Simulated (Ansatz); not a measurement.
## One input, then a changed one: Si (diamond type)

First run: DFT, PBEsol, all-electron LAPW, scalar-relativistic (Ansatz 0.2.0).

Command: `ansatz run input.yaml --threads 2 --pin off --max-ram 4096MiB --backend cpu --events-out ev --progress --plain --runs-dir out` It took 5.7 s on 2 threads of Intel(R) Xeon(R) 6975P-C (Granite Rapids), on a shared host, peak memory 0.4 GiB.

```yaml
crystal:
  lattice:
    - [-2.7165779569, 2.7165779569, 0.0]
    - [0.0, 0.0, 5.4331559138]
    - [2.7165779569, 2.7165779569, 0.0]
  atoms:
    - { symbol: Si, position: [0.5, 0.375, 0.25] }
    - { symbol: Si, position: [0.0, 0.875, 0.75] }
    - { symbol: Si, position: [0.0, 0.125, 0.25] }
    - { symbol: Si, position: [0.5, 0.625, 0.75] }
kpoints:
  mp_grid: { grid: [8, 6, 8] }
scf:
  occupations: { method: fermi_dirac, width: 0.02 }
hamiltonian:
  xc: pbesol
  pseudopotentials: { kind: all_electron, lapw: { basis_error: 0.001 } }
output:
  forces: true
  stress: true
  eigenvalues: true
```

The base cell comes from a relaxation on PAW files under the same functional.

This run: bulk in the slab's orientation.

It converges in 7 SCF iterations at a pressure of -0.02 GPa.

A second input differs as follows:

```diff
   occupations: { method: fermi_dirac, width: 0.02 }
+  max_iter: 5
 hamiltonian:
```

Question: What is wrong with it, and what does the program do?

Answer: The change was made to test too few SCF iterations. The run stops unconverged after 5 iterations. The log ends:
```
iter 1 solved again at ethr=3.03e-3 eV; its pass at ethr=1.00e-1 eV (dr2=1.46e0 eV) is discarded
SCF iter   1: F=—  HF=-31512.262571 eV  |F-HF|=—  |Δ(HF+E_count)|=         —  Δρ=4.17e-2  dr2=1.46e0  ethr=3.03e-3  ⟨swp⟩=2.0  Hψ=12371  notcnv=0
preconditioner: auto → Resta (q_TF=auto, 2.505 Å⁻¹)  ε∞=4.9  [insulator: Δε(μ)=0.822 eV  Ē_g=8.411 eV  σ=0.020 eV  W_gap=1.00  n_scr=20 (ndim 8)  ℏωp=16.6 eV  f_vac=0.000  D(μ)=0.00/eV (n_scr^D=0)  ε∞_Penn≈4.9]
SCF iter   2: F=—  HF=-31512.019699 eV  |F-HF|=—  |Δ(HF+E_count)|=   2.43e-1  Δρ=2.51e-2  dr2=5.98e-1  ethr=3.03e-3  ⟨swp⟩=2.0  Hψ=4856  notcnv=0
[... lines left out ...]
SCF iter   4: F=—  HF=-31511.849040 eV  |F-HF|=—  |Δ(HF+E_count)|=         —  Δρ=5.51e-4  dr2=4.69e-4  ethr=1.66e-5  ⟨swp⟩=2.5  Hψ=4880  notcnv=0
the basis was enlarged: its passes take 400.0 KiB over the memory plan, 2 of 2 planned eigensolver slots
SCF iter   5: F=—  HF=-31511.849225 eV  |F-HF|=—  |Δ(HF+E_count)|=   1.85e-4  Δρ=1.93e-4  dr2=2.46e-5  ethr=9.78e-7  ⟨swp⟩=3.0  Hψ=5001  notcnv=0
Error: did not converge after 5 iterations: dr2 = 2.46e-5 (threshold 1.00e-7), under the density mixer `msr1`, which `scf.mixing.algorithm: auto` chose by the deck's other keys (type `scf.mixing.algorithm: msr1` to keep it); raise `scf.max_iter`, which need not help a stalled SCF, or adjust the mixing (`scf.mixing`) or, under a smearing, its width (`scf.occupations.width`, in either direction: another width is another result); this SCF holds its density and magnetisation to the symmetry operations that it keeps, and cannot end on a state that breaks one of them: if the state sought breaks one, re-run with `crystal.symmetry.detect: false`, without `crystal.symmetry.time_reversal: true`, on a non-collinear deck whose state breaks time reversal, with `crystal.symmetry.time_reversal: false` beside it (there exact exchange or a DFT+U term alone can polarise the run; a magnetic state wants starting moments), where the deck allows it (that run may end on another state, and need not converge either) — the other mixer that `auto` picks from is left to try (`scf.mixing.algorithm: broyden`); it can need more iterations, either can converge an SCF that the other leaves open, and the two can end on different states; the input reference at `scf.mixing.algorithm` says more, and from which start to try it
```
